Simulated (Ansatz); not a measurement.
`CC(=O)O[SiH2]Cl` + `S[Si](Cl)(Cl)Cl` → `Cl[SiH2]S[Si](Cl)(Cl)Cl` + `CC(=O)O`  (ligand exchange at the Si–O bond)

Gas-phase electronic energies from Ansatz, PBE0-D4/def2-TZVP geometries. CBS: MP2 limit from def2 TZ/QZ plus the TZ coupled-cluster correction, frozen cores. Functionals use def2-TZVPP. B3LYP here is the variant with VWN-RPA as its local correlation; programs differ in this. Each species was taken in one conformer, which may not be the lowest.

```
             level  ΔE (kJ/mol)  difference from CCSD(T)/CBS
            PBE-D4          7.3                        -15.6
         r2SCAN-D4         20.0                         -2.9
           PBE0-D4         10.6                        -12.3
          B3LYP-D4         18.8                         -4.1
           ωB97X-V         23.6                          0.7
           ωB97M-V         23.0                          0.1
            B2PLYP         29.5                          6.6
               PBE         15.3                         -7.6
            r2SCAN         22.1                         -0.8
              PBE0         18.2                         -4.7
             B3LYP         32.1                          9.2
     HF/def2-TZVPP         44.6                         21.7
    MP2/def2-TZVPP         21.3                         -1.6
SCS-MP2/def2-TZVPP         28.2                          5.3
   CCSD/def2-TZVPP         31.4                          8.5
CCSD(T)/def2-TZVPP         27.8                          4.9
     HF/def2-QZVPP         46.3                         23.4
    MP2/def2-QZVPP         19.1                         -3.8
SCS-MP2/def2-QZVPP         26.0                          3.1
      HF/CBS(def2)         46.5                         23.6
     MP2/CBS(def2)         16.4                         -6.5
    CCSD/CBS(def2)         26.5                          3.6
       CCSD(T)/CBS         22.9                            0
```

Largest T1 diagnostic among the species: 0.015.

The D4 term adds −13.3 kJ/mol with B3LYP and −7.6 kJ/mol with PBE0; it sums over pairs of atoms, weighted by their polarisabilities, and B3LYP, whose exchange is more repulsive, gets the larger term. In def2-TZVPP, CCSD(T) changes the Hartree–Fock value by −16.8 kJ/mol (the triples alone add −3.6 kJ/mol) and MP2 by −23.3 kJ/mol.

CCSD(T)/CBS has its own doubt, a few kJ/mol and more with outer-core shells, so smaller differences from it don't rank the levels.
